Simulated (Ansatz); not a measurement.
ZnO:

```
CELL_PARAMETERS angstrom
3.28797 0.00000 0.00000
-1.64398 2.84746 0.00000
0.00000 0.00000 7.13044
ATOMIC_POSITIONS crystal
Zn 0.00000 0.00000 0.25000
Zn 0.00000 0.00000 0.75000
O 0.66667 0.33333 0.75000
O 0.33333 0.66667 0.25000
```

Measurements of this composition are mostly on another form, of space group No. 186.

Base run:

| Property | Result |
| --- | --- |
| Program | Ansatz 0.2.0 |
| Functional | r2SCAN |
| Potentials or basis | Ansatz PAW |
| Cutoff | 500 eV (not typed: the program's choice for these potentials) |
| k mesh | 9 × 9 × 4 |
| Occupations | fermi-dirac, width 0.05 eV |
| Spin | no spin polarisation |

Its results: band gap on the k mesh 1.12 eV, direct; pressure -4.4 GPa.

Task: The run is repeated on the same cell with these changes: functional from r2SCAN to PBEsol; cutoff from 500 eV (not typed: the program's choice for these potentials) to 420 eV (not typed: the program's choice for these potentials). What comes out?

Result: Band gap on the k mesh 0.75 eV, direct; pressure -4.5 GPa.

r2SCAN gives the wider gap, since meta-GGAs in the generalised Kohn-Sham scheme recover part of the derivative discontinuity.

Caveats: the PAW data sets come from PBE, with cores solved anew for the run's functional, which leaves a small shift of forces and pressure.
